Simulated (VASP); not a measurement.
## From an Ansatz input to VASP: PbO (strained CsCl)

Ansatz input

```yaml
crystal:
  lattice:
    - [3.238507961, 0.0, 0.0]
    - [0.0, 3.238507961, 0.0]
    - [0.0, 0.0, 3.238507961]
  atoms:
    - { symbol: Pb, position: [0.0, 0.0, 0.0] }
    - { symbol: O, position: [0.5, 0.5, 0.5] }
kpoints:
  mp_grid: { grid: [8, 8, 8] }
  band_path:
    path:
      - [0.0, 0.0, 0.0]
      - [0.0, 0.5, 0.0]
      - [0.5, 0.5, 0.0]
      - [0.5, 0.5, 0.5]
      - [0.05, 0.5, 0.05]
    npoints: 1
hamiltonian:
  xc: r2scan
scf:
  occupations: { method: fermi_dirac, width: 0.02 }
  n_extra_bands: 4
output:
  forces: true
  stress: true
  eigenvalues: true
```

Q: Write VASP inputs for this cell and level of theory.

A: 

INCAR

```
EDIFF = 1E-7
METAGGA = R2SCAN
LWAVE = .FALSE.
NSW = 0
NBANDS = 17
LREAL = .FALSE.
ISIF = 2
ENCUT = 520
IBRION = -1
ALGO = Normal
SIGMA = 0.02
NELM = 120
PREC = Accurate
LASPH = .TRUE.
ISMEAR = -1
LCHARG = .FALSE.
```

KPOINTS

```
KPOINTS created by Atomic Simulation Environment
0
Gamma
8 8 8
0 0 0
```

KPOINTS_OPT

```
special points
5
Reciprocal
0.0000000000 0.0000000000 0.0000000000 1
0.0000000000 0.5000000000 0.0000000000 1
0.5000000000 0.5000000000 0.0000000000 1
0.5000000000 0.5000000000 0.5000000000 1
0.0500000000 0.5000000000 0.0500000000 1
```

POSCAR

```
Pb O
 1.0000000000000000
     3.2385079609999998    0.0000000000000000    0.0000000000000000
     0.0000000000000000    3.2385079609999998    0.0000000000000000
     0.0000000000000000    0.0000000000000000    3.2385079609999998
 Pb  O
   1   1
Cartesian
  0.0000000000000000  0.0000000000000000  0.0000000000000000
  1.6192539804999999  1.6192539804999999  1.6192539804999999
```

VASP ran with the recommended PBE PAW datasets (20 valence electrons in the cell). Other inputs would serve too.

```
                             Ansatz      VASP
gap between bands v and c   0.12 eV   0.12 eV
         least direct gap   0.27 eV   0.27 eV
                 pressure  -5.2 GPa  -5.1 GPa
```

Datasets and cutoffs are each program's own. VASP's cell holds 20 valence electrons and Ansatz's 20. Ansatz's stress includes a Pulay correction; VASP's doesn't.
